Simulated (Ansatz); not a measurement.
# Ge: the cost of one run

Computed with Ansatz 0.2.0 (DFT PBE+D3(BJ), scalar-relativistic, plane waves, PAW, unless a step's input says otherwise).

2 further runs of the same task are left out: 2 set aside as unsound or not needed. Runs told in other sessions of the task aren't counted.

**1. The system as given**

The structure is trigonal, space group P-3m1 (No. 164). The conventional cell has a = 4.023 Å, b = 4.023 Å, c = 28.000 Å, α = 90.00°, β = 90.00°, γ = 120.00°. Around Ge (site symmetry 3m) lie 3 Ge at 2.42 Å.

Coordinates:

```xyz
2
Lattice="4.0227 0.0000 0.0000 -2.0113 3.4838 0.0000 0.0000 0.0000 28.0000" Properties=species:S:1:pos:R:3 pbc="T T T"
Ge    0.0000    2.3225   14.3421
Ge    2.0113    1.1613   13.6579
```

This sheet was relaxed beforehand with the same method; its gap on the mesh is none (metal).

**2. The grid**

Atoms count from 1 in the order of the input.

The upper layer of a bilayer is slid over the lower one; relaxed at each slide: the heights of all atoms; the origin of the map has Ge4 above Ge1.

The axes are (1) slide of the upper layer along the first cell vector, from Ge4 above Ge1: 9 values from 0.000 to 0.889, periodic; (2) slide of the upper layer along the second cell vector, from Ge4 above Ge1: 9 values from 0.000 to 0.889, periodic.

Relaxed at each point: the heights of all atoms. Points are written as (first, second).

The two vectors of the plane (Å): (4.023, 0.000, 0.000); (-2.011, 3.484, 0.000).

**3. The run at (2/9, 4/9) of the map's two axes**

File input.yaml:

```yaml
crystal:
  lattice:
    - [4.0226895311, 0.0, 0.0]
    - [-2.0113447656, 3.4837513255, 0.0]
    - [0.0, 0.0, 18.8685220517]
  atoms:
    - { symbol: Ge, position: [0.3333333333, 0.6666666667, 0.2846312108] }
    - { symbol: Ge, position: [0.6666666667, 0.3333333333, 0.2384924472] }
    - { symbol: Ge, position: [0.8888888889, 0.7777777778, 0.4477688765] }
    - { symbol: Ge, position: [0.5555555556, 1.1111111111, 0.4016099331] }
basis:
  ecutwfc: 420
kpoints:
  mp_grid: { grid: [9, 9, 1] }
hamiltonian:
  xc: pbe
  pseudopotentials: { kind: paw, azcp: { folder: soft_1 } }
  dispersion: d3bj
scf:
  occupations: { method: gaussian, width: 0.1 }
output:
  forces: true
  eigenvalues: true
relax:
  adjacent_minimum: "off"
  f_tol: 0.003
  max_steps: 20
  constraints: [{ site: 1 }, { sites: [0, 2, 3], fix: xy }]
efield:
  axis: 3
  dipole_correction: true
  ramp_width: 0.04
```

Launch:

```bash
$ ansatz run input.yaml --threads 1 --pin off --max-ram 3072MiB --backend cpu --events-out ev --progress --plain --runs-dir out
```

What time and memory should one allow on 1 thread of Arm Neoverse V1, shared host?

About 2.1 min, with a peak of 0.49 GiB.
